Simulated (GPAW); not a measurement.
# TiO2 (Anatase) (I4_1/amd) in GPAW: dielectric tensor with PBE

Aim: the dielectric tensor of TiO2 (Anatase) with PBE.

All numbers are computed with GPAW 26.7.0; they aren't measurements. Logs are shortened: lines on timing, memory, paths and dates and some standing lists are left out, and cuts for length are marked. The log counts tension as positive stress, the text compression.

## Step 1: The structure

Symmetry: I4_1/amd, No. 141, tetragonal system. Conventional cell: a = 3.784 Å, b = 3.784 Å, c = 9.515 Å, α = 90.00°, β = 90.00°, γ = 90.00°. Ti (site symmetry -4m2) is surrounded by 6 O at 1.93 to 1.98 Å. O (site symmetry 2mm) is surrounded by 3 Ti at 1.93 to 1.98 Å.

## Step 2: Dielectric tensor, PBE

run.py reads:

```python
import numpy as np
import spglib
from ase import Atoms
from ase.dft.bandgap import bandgap
from ase.io import read, write
from gpaw import GPAW, PW
from gpaw.response.df import DielectricFunction

atoms = read('TiO2.cif')
cell, positions, numbers = spglib.find_primitive(
    (atoms.cell[:], atoms.get_scaled_positions(), atoms.numbers), symprec=1e-4)
atoms = Atoms(numbers, cell=cell, scaled_positions=positions, pbc=True)

calc = GPAW(mode=PW(550),
            xc='PBE',
            kpts={'size': (8, 8, 8), 'gamma': True},
            occupations={'name': 'fermi-dirac', 'width': 0.001},
            nbands=43,
            convergence={'density': 1e-06},
            maxiter=150,
            txt='gpaw.txt')
atoms.calc = calc
energy = atoms.get_potential_energy()
calc.write('gs.gpw')
write('result.traj', atoms)
print(f'Energy: {energy:.6f} eV')
print('Fermi level:', round(calc.get_fermi_level(), 4), 'eV')
print(f'Gap: {bandgap(calc)[0]:.4f} eV, direct: {bandgap(calc, direct=True)[0]:.4f} eV')

for size in [(7, 7, 7), (10, 10, 10)]:
    name = 'x'.join(str(n) for n in size)
    dense = calc.fixed_density(kpts={'size': size, 'gamma': True},
                               nbands=78, convergence={'bands': 72},
                               update_fermi_level=True, txt=f'dense-{name}.txt')
    dense.write(f'{name}.gpw', mode='all')
    df = DielectricFunction(f'{name}.gpw', frequencies=np.array([0.0]), hilbert=False, eta=0.001,
                            ecut=80, nbands=72, intraband=False, txt=f'df-{name}.txt')
    for xc in ['RPA', 'ALDA', 'Bootstrap']:
        for direction in ['x', 'y', 'z', [0, 1, 1], [1, 0, 1], [1, 1, 0]]:
            e0, e = df.get_macroscopic_dielectric_constant(xc=xc, direction=direction)
            print(f'{name} {xc} {direction}: {e0:.4f} without, {e:.4f} with local fields')
```

TiO2.cif reads:

```cif
data_TiO2
_cell_length_a 3.78420000
_cell_length_b 3.78420000
_cell_length_c 9.51460000
_cell_angle_alpha 90.00000000
_cell_angle_beta 90.00000000
_cell_angle_gamma 90.00000000
_space_group_name_H-M_alt 'I4_1/amd'
_space_group_name_Hall 'I 4bw 2bw -1bw'
_space_group_IT_number 141
loop_
_space_group_symop_operation_xyz
'x,y,z'
'-y,x+1/2,z+1/4'
'-x+1/2,-y+1/2,z+1/2'
'y+1/2,-x,z+3/4'
'x,-y+1/2,-z+1/4'
'-y,-x,-z'
'-x+1/2,y,-z+3/4'
'y+1/2,x+1/2,-z+1/2'
'-x,-y+1/2,-z+1/4'
'y,-x,-z'
'x+1/2,y,-z+3/4'
'-y+1/2,x+1/2,-z+1/2'
'-x,y,z'
'y,x+1/2,z+1/4'
'x+1/2,-y+1/2,z+1/2'
'-y+1/2,-x,z+3/4'
'x+1/2,y+1/2,z+1/2'
'-y+1/2,x,z+3/4'
'-x,-y,z'
'y,-x+1/2,z+1/4'
'x+1/2,-y,-z+3/4'
'-y+1/2,-x+1/2,-z+1/2'
'-x,y+1/2,-z+1/4'
'y,x,-z'
'-x+1/2,-y,-z+3/4'
'y+1/2,-x+1/2,-z+1/2'
'x,y+1/2,-z+1/4'
'-y,x,-z'
'-x+1/2,y+1/2,z+1/2'
'y+1/2,x,z+3/4'
'x,-y,z'
'-y,-x+1/2,z+1/4'
loop_
_atom_site_label
_atom_site_type_symbol
_atom_site_symmetry_multiplicity
_atom_site_Wyckoff_symbol
_atom_site_fract_x
_atom_site_fract_y
_atom_site_fract_z
_atom_site_occupancy
Ti1 Ti 4 a 0.0000000000 0.5000000000 0.2500000000 1
O1 O 8 e 0.5000000000 0.5000000000 0.2919000000 1
```

Potentials or basis: GPAW PAW data sets (gpaw-data 1.2.1), pw.

Run with:

```console
> OMP_NUM_THREADS=1 python run.py
```

gpaw.txt:

```text
__  _  _
 | _ |_)|_||  |
 |__||  | ||/\| - 26.7.0

Input parameters:
  mode=PW(ecut=550.0),
  convergence={'density': 1e-06},
  kpts=MonkhorstPack(size=(8, 8, 8), gamma=True),
  maxiter=150,
  nbands=43,
  occupations=Occupations(name='fermi-dirac', width=0.001),
  xc=XC(name='PBE')

Diagonalizing LCAO Hamiltonian
Converting LCAO to pw mode

       O

         O

         Ti

       O O

       Ti

Atoms  # Å, Bohr magnetons
|   | symbol |         x |         y |        z |    initial magnetic moments |
|---|--------|-----------|-----------|----------|-----------------------------|
| 0 |     Ti | -0.000000 |  1.892100 | 2.378650 | ( 0.0000,  0.0000,  0.0000) |
| 1 |     Ti |  0.000000 |  0.000000 | 0.000000 | ( 0.0000,  0.0000,  0.0000) |
| 2 |      O |  0.000000 | -0.000000 | 7.534612 | ( 0.0000,  0.0000,  0.0000) |
| 3 |      O | -0.000000 |  1.892100 | 0.398662 | ( 0.0000,  0.0000,  0.0000) |
| 4 |      O |  0.000000 |  1.892100 | 4.358638 | ( 0.0000,  0.0000,  0.0000) |
| 5 |      O |  0.000000 | -0.000000 | 1.979988 | ( 0.0000,  0.0000,  0.0000) |

Unit cell  # Å
| periodic |         x |         y |         z |  lengths |     angles |
|----------|-----------|-----------|-----------|----------|------------|
|      yes | -1.892100 |  1.892100 |  4.757300 | 5.458204 | 139.434593 |
|      yes |  1.892100 | -1.892100 |  4.757300 | 5.458204 | 139.434593 |
|      yes |  1.892100 |  1.892100 | -4.757300 | 5.458204 |  58.712803 |

Number of symmetries: 8
Symmetry operations  # r_c * U_cc + t_c -> r_c
|   | kind |            matrix            |
|---|------|------------------------------|
| 0 |  σ   |  1, 1, 1,  0, 0,-1,  0,-1, 0 |
| 1 |  E   |  1, 0, 0,  0, 1, 0,  0, 0, 1 |
| 2 |  C2  |  0, 1, 0,  1, 0, 0, -1,-1,-1 |
| 3 |  S4  |  0, 0, 1, -1,-1,-1,  0, 1, 0 |
| 4 |  σ   |  0, 0,-1,  1, 1, 1, -1, 0, 0 |
| 5 |  C2  |  0,-1, 0, -1, 0, 0,  0, 0,-1 |
| 6 |  C2  | -1, 0, 0,  0,-1, 0,  1, 1, 1 |
| 7 |  S4  | -1,-1,-1,  0, 0, 1,  1, 0, 0 |

BZ-sampling:
  Number of BZ points: 512
  Number of IBZ points: 59

  Monkhorst-Pack size: [8, 8, 8]
  Monkhorst-Pack shift: [0.0625, 0.0625, 0.0625]

K-points  # in reciprocal-cell coordinates
|     |                                coordinates |     weight |
|-----|--------------------------------------------|------------|
|   0 | (  0.00000000,   0.00000000,   0.00000000) | 0.00195312 |
|   1 | (  0.12500000,  -0.12500000,   0.00000000) | 0.00781250 |
|   2 | (  0.12500000,  -0.12500000,   0.12500000) | 0.00781250 |
|   3 | (  0.12500000,   0.00000000,   0.00000000) | 0.01562500 |
|   4 | (  0.12500000,   0.12500000,  -0.12500000) | 0.00390625 |
|   5 | (  0.25000000,  -0.25000000,   0.00000000) | 0.00781250 |
|   6 | (  0.25000000,  -0.25000000,   0.12500000) | 0.01562500 |
|   7 | (  0.25000000,  -0.25000000,   0.25000000) | 0.00781250 |
|   8 | (  0.25000000,  -0.12500000,   0.00000000) | 0.03125000 |
|   9 | (  0.25000000,  -0.12500000,   0.12500000) | 0.01562500 |
| ... |                                            |            |
|  58 | (  0.50000000,   0.50000000,   0.50000000) | 0.00195312 |

Plane wave coefficients: 2018
Cutoff: 550.0 eV

Spin-components: 1 (collinear spins)
Bands:           43
Projectors:      32
Spin-degeneracy: 2
Datatype:        complex128

Density:
  Valence electrons: 48.0
  Components: 1
  Grid points: [30 30 30]
  Charge: 0.0  # |e|

Potential:
  Grid points: [30 30 30]

species:
  Ti:
    name:    Titanium
    Z:       22.0
    valence: 12
    core:    10
    charge:  0.0  # [|e|]
    compensation charges:
      type: gauss
      rc: 0.38  # [Å]
      lmax: 2
    cutoffs:
      filter: 2.23  # [Å]
      core: 1.02  # [Å]
    projectors
    | kind |    occ | energy [eV] | rcut [Å] |
    |------|--------|-------------|----------|
    |   3s |  2.000 |     -62.623 |    1.270 |
    |   4s |  2.000 |      -4.466 |    1.270 |
    |   3p |  6.000 |     -38.862 |    1.058 |
    |   4p |  0.000 |      -1.466 |    1.058 |
    |   3d |  2.000 |      -4.258 |    1.058 |
    |    d |        |      22.953 |    1.058 |

    Using partial waves for Ti as LCAO basis

  O:
    name:    Oxygen
    Z:       8.0
    valence: 6
    core:    2
    charge:  0.0  # [|e|]
    compensation charges:
      type: gauss
      rc: 0.21  # [Å]
      lmax: 2
    cutoffs:
      filter: 1.17  # [Å]
      core: 0.83  # [Å]
    projectors
    | kind |    occ | energy [eV] | rcut [Å] |
    |------|--------|-------------|----------|
    |   2s |  2.000 |     -23.961 |    0.688 |
    |   2p |  4.000 |      -9.029 |    0.598 |
    |    s |        |       3.251 |    0.688 |
    |    p |        |      18.182 |    0.598 |
    |    d |        |       0.000 |    0.619 |

    Using partial waves for O as LCAO basis

Reference energy: -54611.437768  # eV

eigensolver:
  PPCG
  Converge bands: occupied
  niter=2

density mixing:
  MSR1-Mixer
  Pratt-step length: 0.05
  Maximum mixing coefficient: 0.75
  Old densities: 10
  SVD Regularization: 0.005
  Good broyden scale: 1.0
  Trust region scale: 1.0
  Backstep threshold: 4.0
  History deletion threshold: 6.0
  Fourier metric: weight=20.0, sigma=0.015

occupation numbers:
  Fermi-Dirac:
    width: 0.0010  # eV

poisson solver:
  ecut: 4400.0  # eV

xc functional:
  name: PBE with 2 nearest neighbor stencil

convergence criteria:
- Maximum integral of absolute [dens]ity change: 1e-06 electrons / valence electron
- Maximum [total energy] change in last 3 cyles: 0.0005 eV / valence electron
- Maximum integral of absolute [eigenst]ate change: 4e-08 eV^2 / valence electron
maximum number of iterations: 150

SCF iterations
|iter     | |      energy | eigst |  dens |
|---------|-|-------------|-------|-------|
|iter:   1| |  -60.638003 | -0.23 |       |
|iter:   2| |  -57.684550 | -1.93 | -0.78 |
|iter:   3| |  -52.084551 | -0.71 | -0.84 |
|iter:   4| |  -51.599038 | -1.89 | -1.32 |
|iter:   5| |  -51.574984 | -2.56 | -1.59 |
|iter:   6| |  -51.563644 | -3.45 | -2.00 |
|iter:   7| |  -51.563773c| -4.67 | -2.88 |
|iter:   8| |  -51.563810c| -5.79 | -3.39 |
|iter:   9| |  -51.563809c| -6.72 | -3.92 |
|iter:  10| |  -51.563809c| -7.45c| -4.20 |
|iter:  11| |  -51.563809c| -7.87c| -4.90 |
|iter:  12| |  -51.563809c| -8.18c| -5.18 |
|iter:  13| |  -51.563809c| -8.78c| -5.49 |
|iter:  14| |  -51.563809c| -9.58c| -6.36c|

Converged in 14 steps
Energy contributions relative to reference atoms: (reference = -54611.437768)

Energy contributions:
  Kinetic:          55.979775
  Coulomb:         -64.235445
  Zero:              0.728947
  External:          0.000000
  Xc:              -44.037086
  Entropy:          -0.000000
  Spinorbit:         0.000000
  ----------------------------
  Free energy:     -51.563809
  Extrapolated:    -51.563809

dipole moment: (-26.576955, -6.877785, 11.372194)  # |e|*Ang

Fermi level: 4.761
Eigenvalues  # (at kpt = [0.000, 0.000, 0.000])
| band index |      eig [eV] | occ [0-2] |
|------------|---------------|-----------|
|          0 |       -52.198 |     2.000 |
|        ... |               |           |
|         16 |         2.060 |     2.000 |
|         17 |         2.060 |     2.000 |
|         18 |         2.104 |     2.000 |
|         19 |         3.360 |     2.000 |
|         20 |         3.379 |     2.000 |
|         21 |         3.379 |     2.000 |
[... 8 lines left out ...]
|         30 |         9.196 |     0.000 |
|         31 |         9.477 |     0.000 |
|        ... |               |           |
|         42 |        22.055 |     0.000 |

Gap: 2.175 eV
Transition (v -> c):
  (s=0, k=15, n=23, [0.38, -0.38, 0.00]) -> (s=0, k=0, n=24, [0.00, 0.00, 0.00])
Direct/indirect transitions are different
Direct gap: 2.476 eV
Transition at: (s=0, k=13, n=23, [0.25, 0.25, -0.25])
# Writing to gs.gpw (mode='')
```

Wall time 25 min (1 thread of Arm Neoverse V2, shared host); peak memory 1.5 GiB.

Results:

| Item | Value |
| --- | --- |
| Free energy | -51.5638 eV |
| Band gap on the k mesh | 2.17 eV, indirect (least direct gap 2.48 eV) |
| Electronic dielectric tensor (diagonal) | 6.02, 6.02, 5.58 |

Electronic dielectric tensor:
```
6.02 0.00 0.00
0.00 6.02 0.00
0.00 0.00 5.58
```

Caveat: the long-wavelength limit can be off by several per cent where d states take part.
